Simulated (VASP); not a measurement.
Wanted: the native input for a VASP 6.6.1 run.

```yaml
Task: single point
Functional: r2SCAN
Potentials_or_basis: VASP PAW PBE potentials, release 64 (Cd, S)
Cutoff: 520 eV
k_mesh: 8 × 8 × 8
Occupations: gaussian, width 0.05 eV
Spin: no spin polarisation
Dipole_correction: no
Further_INCAR_settings: ALGO = Normal; EDIFF = 1e-06; NBANDS = 16
```

The system is CdS.

```
Cd S
1.0
     0.00000    2.91000    2.91000
     2.91000    0.00000    2.91000
     2.91000    2.91000    0.00000
Cd S
1 1
Direct
  0.03007 0.96993 0.03007
  0.75000 0.75000 0.75000
```

The cell isn't the ideal one: all Cd atoms moved +0.175 Å, as atom 1 along Cartesian [0 1 0].

The input as run:

POSCAR

```
CdS
1.0
    0.0000000000      2.9100000000      2.9100000000
    2.9100000000      0.0000000000      2.9100000000
    2.9100000000      2.9100000000      0.0000000000
Cd S
1 1
Direct
    0.0300687285     -0.0300687285      0.0300687285
    0.7500000000      0.7500000000      0.7500000000
```

INCAR.step1

```
SYSTEM = CdS
ALGO = Normal
EDIFF = 1E-4
ENCUT = 520
GGA = PE
ISMEAR = 0
LASPH = .TRUE.
LCHARG = .FALSE.
LREAL = .FALSE.
LWAVE = .TRUE.
NBANDS = 16
NELM = 100
PREC = Accurate
SIGMA = 0.05
```

INCAR.step2

```
SYSTEM = CdS
ALGO = Normal
EDIFF = 1E-6
ENCUT = 520
ISIF = 2
ISMEAR = 0
ISTART = 1
LASPH = .TRUE.
LCHARG = .TRUE.
LELF = .TRUE.
LMIXTAU = .TRUE.
LREAL = .FALSE.
LVHAR = .TRUE.
LWAVE = .FALSE.
METAGGA = R2SCAN
NBANDS = 16
NELM = 100
PREC = Accurate
SIGMA = 0.05
```

KPOINTS

```
k-points
0
G
  8 8 8
  0 0 0
```

Potentials or basis: VASP PAW PBE potentials, release 64 (Cd, S).

Command:

```console
$ cat potpaw_PBE.64/Cd/POTCAR potpaw_PBE.64/S/POTCAR > POTCAR
$ cp INCAR.step1 INCAR
$ mpirun -np 1 vasp_std > vasp.out
$ cp INCAR.step2 INCAR
$ mpirun -np 1 vasp_std > vasp.out
```

It gave:

- Pressure: 3.0 GPa
- Largest force: 0.930 eV/Å
- Band gap on the k mesh: 1.61 eV, direct

Caveat: the PAW data sets were made with another functional, which shifts forces and pressure a little.

It took 2.6 min on 1 thread of AMD EPYC 9R45 (Zen 5), with other jobs on the host, peak memory 0.2 GiB.
